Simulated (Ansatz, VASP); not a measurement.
This is a calculation of La2O3 for Ansatz 0.2.0.

File input.yaml:

```yaml
crystal:
  lattice:
    - [6.2841773941, 0.0, 0.0]
    - [-3.142088697, 5.4422572652, 0.0]
    - [0.0, 0.0, 3.2454307304]
  atoms:
    - { symbol: La, position: [0.6666666667, 0.3333333333, 0.498103] }
    - { symbol: La, position: [0.3333333333, 0.6666666667, 0.501897] }
    - { symbol: O, position: [0.504607, 0.0, 0.0] }
    - { symbol: O, position: [0.0, 0.504607, 0.0] }
    - { symbol: O, position: [0.495393, 0.495393, 0.0] }
kpoints:
  mp_grid: { grid: [5, 5, 8] }
scf:
  occupations: { method: fermi_dirac, width: 0.05 }
hamiltonian:
  xc: pbe
  pseudopotentials: { kind: all_electron, lapw: { basis_error: 0.001 } }
output:
  forces: true
  stress: true
  eigenvalues: true
```

Potentials or basis: all-electron LAPW, scalar-relativistic.

The run is started by

```sh
$ ansatz run input.yaml --threads 4 --pin off --max-ram 14336MiB --backend cpu --events-out ev --progress --plain --runs-dir out
```

Question: Set up the same calculation for VASP 6.6.1. Potentials there: VASP PAW PBE potentials, release 64 (La, O).

Answer: As run (the cutoff follows the program's own potentials):

The input INCAR:

```
SYSTEM = La2O3
PREC = Accurate
ENCUT = 520
EDIFF = 1E-6
ISMEAR = -1
SIGMA = 0.05
LREAL = .False.
LASPH = .True.
NELM = 60
ALGO = Normal
ISIF = 2
LWAVE = .False.
LCHARG = .False.
GGA = PE
NBANDS = 28
```

Contents of KPOINTS:

```
Automatic mesh
0
Gamma
  5 5 8
  0 0 0
```

The input POSCAR:

```
La2O3
1.0
    6.2841773941      0.0000000000      0.0000000000
   -3.1420886970      5.4422572652      0.0000000000
    0.0000000000      0.0000000000      3.2454307304
La O
2 3
Direct
    0.6666666667      0.3333333333      0.4981030000
    0.3333333333      0.6666666667      0.5018970000
    0.5046070000      0.0000000000      0.0000000000
    0.0000000000      0.5046070000      0.0000000000
    0.4953930000      0.4953930000      0.0000000000
```

Potentials or basis: VASP PAW PBE potentials, release 64 (La, O).

The run is started by

```sh
$ cat potpaw_PBE.64/La/POTCAR potpaw_PBE.64/O/POTCAR > POTCAR
$ mpirun -np 1 vasp_std > vasp.out
```

Both were run:

|  | VASP | Ansatz | Ansatz less VASP |
| --- | --- | --- | --- |
| gap on the k mesh at the Fermi level (eV) | 1.44 | 1.42 | -0.016 |
| least direct gap on the mesh (eV) | 2.00 | 2.00 | -0.003 |
| pressure (GPa) | 3.8 | 4.0 | +0.24 |
| largest component of the traceless stress (GPa) | 1.17 | 1.22 | +0.046 |
| rms of the force components (eV/Å) | 0.013 | 0.013 | +0.0001 |

Atom by atom the forces differ by 0.001 eV/Å (rms over components). Ansatz ran all-electron here, so the differences hold the error of VASP's frozen core and of both bases.

Caveats: spin-orbit coupling is left out, which moves the levels of the heavy elements; an odd mesh through Γ misses points on the zone boundary, where band edges often lie.
